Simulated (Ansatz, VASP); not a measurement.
# Cross-check of GaSb between VASP and Ansatz

One calculation is typed for both programs; each brings its own data sets. How far apart do they land? The cell is taken from a series of runs on this material, whose earlier steps may have relaxed, scaled, displaced or heated it; both programs get it as it stands.

Main program and level: Ansatz 0.2.0; plane waves, with VASP 6.6.1 beside it; zone-centre phonons at PBEsol.

## 1. Starting point

Symmetry: R3m, No. 160, trigonal system. Conventional cell: a = 4.235 Å, b = 4.235 Å, c = 10.690 Å, α = 90.00°, β = 90.00°, γ = 120.00°. Ga has 4 Sb at 2.61 to 2.64 Å nearest. Nearest to Sb lie 4 Ga at 2.61 to 2.64 Å. Farther neighbours are not listed.

Coordinates:

```xyz
2
Lattice="0.0608 3.0555 3.0555 3.0555 0.0608 3.0555 3.0555 3.0555 0.0608" Properties=species:S:1:pos:R:3 pbc="T T T"
Ga    6.1625    6.1625    6.1625
Sb    4.6381    4.6381    4.6381
```

## 2. VASP: zone-centre phonons, PBEsol

Second derivatives magnify differences that forces hide, and they need a tight electronic threshold.

Lines of VASP's logs that name or quote its potential files are left out, and so is its time.

The input, INCAR:

```
SYSTEM = GaSb
PREC = Accurate
ENCUT = 500
EDIFF = 1E-08
NELM = 120
ISMEAR = 1
SIGMA = 0.2
LREAL = .FALSE.
ALGO = Normal
GGA = PS
NBANDS = 15
LORBIT = 11
LWAVE = .FALSE.
LCHARG = .FALSE.
ISIF = 2
IBRION = 8
LASPH = .TRUE.
GGA_COMPAT = .FALSE.
EFERMI = MIDGAP
KPAR = 2
```

The input, POSCAR:

```
GaSb
1.0
    0.0608039090      3.0554568565      3.0554568565
    3.0554568565      0.0608039090      3.0554568565
    3.0554568565      3.0554568565      0.0608039090
Ga Sb
1 1
Direct
    0.9984986342      0.9984986342      0.9984986342
    0.7515013658      0.7515013658      0.7515013658
```

The input, KPOINTS:

```
Automatic mesh
0
Gamma
12 12 12
0 0 0
```

Potentials, in the order of the species: Ga_d and Sb (PBE family, release 64).

Command:

```bash
$ mpirun -np 2 vasp_std
```

Numbers of over 12 decimals in the logs are rounded to 6 here.

The program printed:

```text
[banner, memory and clock lines left out]
running    2 mpi-ranks, on    1 nodes
 distrk:  each k-point on    1 cores,    2 groups
 distr:  one band on    1 cores,    1 groups

 POSCAR found type information on POSCAR GaSb
 POSCAR found :  2 types and       2 ions
|                                                                             |
|               ----> ADVICE to this user running VASP <----                  |
|                                                                             |
|     You enforced a specific xc type in the INCAR file but a different       |
|     [... a line on the potential file left out ...]
|     I HOPE YOU KNOW WHAT YOU ARE DOING!                                     |
|                                                                             |

 LDA part: xc-table for (Slater+PW92), standard interpolation
 POSCAR, INCAR and KPOINTS ok, starting setup
 FFT: planning ... GRIDC
 FFT: planning ... GRID_SOFT
 FFT: planning ... GRID
 WAVECAR not read
 entering main loop
       N       E                     dE             d eps       ncg     rms          rms(c)
DAV:   1     0.795429782232E+02    0.79543E+02   -0.85301E+03  5726   0.145E+03
DAV:   2    -0.215545070293E+01   -0.81698E+02   -0.78855E+02  6657   0.300E+02
DAV:   3    -0.813525095165E+01   -0.59798E+01   -0.59627E+01  6720   0.666E+01
DAV:   4    -0.824188708770E+01   -0.10664E+00   -0.10662E+00  7130   0.100E+01
DAV:   5    -0.824442433742E+01   -0.25372E-02   -0.25372E-02  7250   0.135E+00    0.326E+00
DAV:   6    -0.816442998578E+01    0.79994E-01   -0.89331E-02  7485   0.538E+00    0.192E+00
DAV:   7    -0.813592511956E+01    0.28505E-01   -0.49978E-02  7051   0.209E+00    0.368E-01
DAV:   8    -0.813601625631E+01   -0.91137E-04   -0.52779E-03  7387   0.920E-01    0.113E-01
DAV:   9    -0.813628322195E+01   -0.26697E-03   -0.47126E-04  6433   0.177E-01    0.396E-02
DAV:  10    -0.813627463242E+01    0.85895E-05   -0.23156E-05  7438   0.423E-02    0.109E-02
DAV:  11    -0.813628429867E+01   -0.96662E-05   -0.12342E-05  6475   0.244E-02    0.459E-03
DAV:  12    -0.813628439349E+01   -0.94813E-07   -0.44560E-07  7400   0.606E-03    0.121E-03
DAV:  13    -0.813628436333E+01    0.30157E-07   -0.50263E-08  6624   0.153E-03    0.474E-04
DAV:  14    -0.813628439774E+01   -0.34412E-07   -0.33664E-09  5831   0.750E-04    0.120E-04
DAV:  15    -0.813628440665E+01   -0.89108E-08   -0.73077E-10  4039   0.324E-04
   1 F= -.81362844E+01 E0= -.81364086E+01  d E =0.372478E-03
 Linear response reoptimize wavefunctions to high precision
DAV:   1    -0.813628440576E+01    0.89221E-09   -0.16070E-10  4627   0.142E-04
DAV:   2    -0.813628440577E+01   -0.14552E-10   -0.40624E-11  3626   0.650E-05
 Linear response DOF=           2
 Linear response progress:
  Degree of freedom:   1/  2
       N       E                     dE             d eps       ncg     rms          rms(c)
RMM:   1    -0.166069414380E+00   -0.16607E+00    0.73831E-02 17818   0.813E+00
RMM:   2    -0.164877143010E+00    0.11923E-02   -0.28110E-02 27061   0.136E+00    0.397E-02
RMM:   3    -0.164897677837E+00   -0.20535E-04   -0.33444E-03 28138   0.426E-01    0.273E-02
RMM:   4    -0.164819695067E+00    0.77983E-04   -0.16955E-03 30453   0.197E-01    0.130E-02
RMM:   5    -0.164803885874E+00    0.15809E-04   -0.85371E-05 29699   0.517E-02    0.476E-03
RMM:   6    -0.164812723934E+00   -0.88381E-05   -0.28465E-05 29779   0.210E-02    0.412E-04
RMM:   7    -0.164805820920E+00    0.69030E-05   -0.30743E-06 29137   0.910E-03    0.560E-04
RMM:   8    -0.164808310005E+00   -0.24891E-05   -0.27718E-06 29270   0.418E-03    0.170E-04
RMM:   9    -0.164809688377E+00   -0.13784E-05   -0.93960E-07 29289   0.192E-03    0.695E-05
RMM:  10    -0.164810409418E+00   -0.72104E-06    0.10813E-07 29638   0.970E-04    0.257E-05
RMM:  11    -0.164810475168E+00   -0.65751E-07    0.70982E-08 29759   0.470E-04    0.762E-06
RMM:  12    -0.164810431728E+00    0.43441E-07   -0.16620E-07 29337   0.233E-04    0.145E-05
RMM:  13    -0.164810563131E+00   -0.13140E-06    0.63722E-08 29245   0.122E-04    0.212E-06
RMM:  14    -0.164810532793E+00    0.30338E-07    0.30609E-08 29282   0.645E-05    0.353E-06
RMM:  15    -0.164810551366E+00   -0.18573E-07    0.10472E-09 29329   0.363E-05    0.156E-06
RMM:  16    -0.164810559130E+00   -0.77639E-08    0.64153E-09 28226   0.227E-05    0.824E-07
 first order change of Fermi-energy  -0.77096E+00
 force on displaced ion       1 direction 1 :  -8.557   0.107   0.107
 Linear response progress:
  Degree of freedom:   2/  2
       N       E                     dE             d eps       ncg     rms          rms(c)
RMM:   1    -0.285557786381E-01   -0.28556E-01    0.24517E-03 28754   0.140E+00
RMM:   2    -0.256179405996E-01    0.29378E-02   -0.36887E-03 26239   0.396E-01    0.675E-02
RMM:   3    -0.255691113994E-01    0.48829E-04   -0.20449E-04 28720   0.105E-01    0.366E-02
RMM:   4    -0.256256188073E-01   -0.56507E-04   -0.35670E-05 28923   0.454E-02    0.454E-03
RMM:   5    -0.256373768316E-01   -0.11758E-04   -0.51913E-06 30088   0.158E-02    0.284E-03
RMM:   6    -0.256306052996E-01    0.67715E-05   -0.15299E-06 28975   0.544E-03    0.884E-04
RMM:   7    -0.256292256743E-01    0.13796E-05   -0.10834E-07 29344   0.173E-03    0.245E-04
RMM:   8    -0.256287060133E-01    0.51966E-06   -0.10989E-08 29023   0.618E-04    0.102E-04
RMM:   9    -0.256285456440E-01    0.16037E-06    0.42074E-09 29076   0.230E-04    0.252E-05
RMM:  10    -0.256285404082E-01    0.52359E-08   -0.13007E-08 28182   0.880E-05    0.759E-06
 first order change of Fermi-energy   0.77135E+00
 force on displaced ion       2 direction 1 :  -8.566   0.106   0.106
 Linear response finished
```

OUTCAR, selected parts (step 2):

```text
ion  position               nearest neighbor table
   1  0.998  0.998  0.998-   2 2.61   2 2.61   2 2.61   2 2.64
   2  0.752  0.752  0.752-   1 2.61   1 2.61   1 2.61   1 2.64

  LATTYP: Found a trigonal (rhomboedric) cell.
 ALAT       =     4.3214963056
 COS(alpha) =     0.5197971804

 Subroutine GETGRP returns: Found  6 space group operations
 (whereof  6 operations were pure point group operations)

The static configuration has the point symmetry C_3v.

 Found    189 irreducible k-points:

   k-points           NKPTS =    189   k-points in BZ     NKDIM =    189   number of bands    NBANDS=     15

   dimension x,y,z NGX =    32 NGY =   32 NGZ =   32
   dimension x,y,z NGXF=    64 NGYF=   64 NGZF=   64

   ENCUT  =  500.0 eV  36.75 Ry    6.06 a.u.   7.88  7.88  7.88*2*pi/ulx,y,z

   NELECT =      18.0000    total number of electrons

 k-points in reciprocal lattice and weights: Automatic mesh
   0.00000000  0.00000000  0.00000000       0.001
   0.08333333  0.00000000  0.00000000       0.003
   0.16666667 -0.00000000 -0.00000000       0.003
   0.25000000  0.00000000  0.00000000       0.003
   0.33333333  0.00000000  0.00000000       0.003
   0.41666667  0.00000000  0.00000000       0.003
   0.50000000  0.00000000  0.00000000       0.002
   0.08333333  0.08333333  0.00000000       0.003
   0.16666667  0.08333333 -0.00000000       0.007
[...]
-0.41666667  0.50000000  0.41666667       0.003
   0.50000000  0.50000000  0.50000000       0.001

 average (electrostatic) potential at core
       1 -65.2544       2 -87.1748

  Total        0.6193477      0.6193477      0.6193477     -0.2938921     -0.2938921     -0.2938921
  in kB       17.9285881     17.9285881     17.9285881     -8.5074513     -8.5074513     -8.5074513
  external PRESSURE =      17.9285881 kB  Pullay stress =       0.0000000 kB

  energy-cutoff  :      500.00
  volume of cell :       55.35
      direct lattice vectors                 reciprocal lattice vectors
     0.060803909  3.055456857  3.055456857    -0.168609191  0.165319320  0.165319320
     3.055456857  0.060803909  3.055456857     0.165319320 -0.168609191  0.165319320
     3.055456857  3.055456857  0.060803909     0.165319320  0.165319320 -0.168609191

 POSITION                                       TOTAL-FORCE (eV/Angst)
 -----------------------------------------------------------------------------------
      6.16245      6.16245      6.16245        -0.000358     -0.000358     -0.000358
      4.63805      4.63805      4.63805         0.000358      0.000358      0.000358
 -----------------------------------------------------------------------------------
    total drift:                                0.000027      0.000027      0.000027

 Eigenvectors and eigenvalues of the dynamical matrix
 ----------------------------------------------------

   1 f  =    6.912160 THz    43.430384 2PiTHz  230.564847 cm-1    28.586385 meV
             X         Y         Z           dx          dy          dz
      6.162452  6.162452  6.162452     0.233670    0.409336   -0.643006
      4.638054  4.638054  4.638054    -0.176924   -0.309930    0.486854

   2 f  =    6.912160 THz    43.430384 2PiTHz  230.564847 cm-1    28.586385 meV
             X         Y         Z           dx          dy          dz
      6.162452  6.162452  6.162452    -0.607570    0.506149    0.101421
      4.638054  4.638054  4.638054     0.460023   -0.383232   -0.076791

   3 f  =    6.783496 THz    42.621960 2PiTHz  226.273058 cm-1    28.054271 meV
             X         Y         Z           dx          dy          dz
      6.162452  6.162452  6.162452     0.460276    0.460276    0.460276
      4.638054  4.638054  4.638054    -0.348538   -0.348538   -0.348538

   4 f/i=    0.001758 THz     0.011046 2PiTHz    0.058641 cm-1     0.007271 meV
             X         Y         Z           dx          dy          dz
      6.162452  6.162452  6.162452    -0.369485   -0.097751    0.467237
      4.638054  4.638054  4.638054    -0.487994   -0.129104    0.617098

   5 f/i=    0.001758 THz     0.011046 2PiTHz    0.058641 cm-1     0.007271 meV
             X         Y         Z           dx          dy          dz
      6.162452  6.162452  6.162452     0.326196   -0.483082    0.156886
      4.638054  4.638054  4.638054     0.430820   -0.638025    0.207205

   6 f/i=    0.002090 THz     0.013132 2PiTHz    0.069717 cm-1     0.008644 meV
             X         Y         Z           dx          dy          dz
      6.162452  6.162452  6.162452     0.348538    0.348538    0.348538
      4.638054  4.638054  4.638054     0.460276    0.460276    0.460276

 ELASTIC MODULI CONTR FROM IONIC RELAXATION (kBar)
 Direction    XX          YY          ZZ          XY          YZ          ZX
 --------------------------------------------------------------------------------
 XX          -1.4536     -1.2972     -1.2972      6.5588     12.8029      7.0286
 YY          -1.2972     -1.4536     -1.2972      7.0286      6.5588     12.8029
 ZZ          -1.2972     -1.2972     -1.4536     12.8029      7.0286      6.5588
 XY           6.5588      7.0286     12.8029   -212.0109     19.9836     19.9836
 YZ          12.8029      6.5588      7.0286     19.9836   -212.0109     19.9836
 ZX           7.0286     12.8029      6.5588     19.9836     19.9836   -212.0109
 --------------------------------------------------------------------------------
```

The gap is under twice the smearing width, so the edge states are partly filled and the run can't tell a small gap from a semimetal. Methfessel-Paxton smearing is not meant for a cell with a gap.

(Continued in part 2 of 2.)

[Lines on the potential files, build, host, timing and source positions are cut from VASP's logs without a mark.]

[Logs are printed without paths, hosts, clocks, repeated set-up lines and the standing remarks that a program may print on its own settings, such as how far it seeks lower states.]

[Hosts, paths, dates, database ids (printed as entryN), source tags and the programs' standing remarks are cut or masked in the printed files.]
